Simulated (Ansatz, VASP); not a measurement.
Ta2N: VASP beside Ansatz

```
Ta N
1.0
     3.11474    0.00000    0.00000
    -1.55737    2.69744    0.00000
     0.00000    0.00000    4.85638
Ta N
2 1
Direct
  0.66667 0.33333 0.13548
  0.00000 0.00000 0.63053
  0.33333 0.66667 0.88297
```

Alike in both runs: functional PBE; k mesh 6 × 6 × 4; occupations gaussian, width 0.1 eV; no spin polarisation.

Ansatz relaxed the structure, and its values are those at the end. VASP's run is a single point on that final structure, the one shown.

|  | VASP | Ansatz |
| --- | --- | --- |
| version | VASP 6.6.1 | Ansatz 0.2.0 |
| potentials or method | VASP PAW PBE potentials, release 64 (Ta_pv, N) | scalar-relativistic, plane waves, PAW |
| plane-wave cutoff (eV) | 520 | 420 |
| valence electrons in the cell | 27 | 31 |

```csv
,VASP,Ansatz,Ansatz less VASP
gap on the k mesh at the Fermi level (eV),none,none,-
pressure (GPa),0.2,-0.3,-0.44
rms of the force components (eV/Å),0.024,0.002,-0.0220
```

A gap of «none» marks a metal or a gap that the smearing closes. The two sets of potentials don't hold the same shells in valence.

Caveats: the k mesh is coarse (spacing up to 0.39 Å⁻¹), so the values aren't converged. The runs have no spin-orbit coupling, so splittings on Ta are missing.
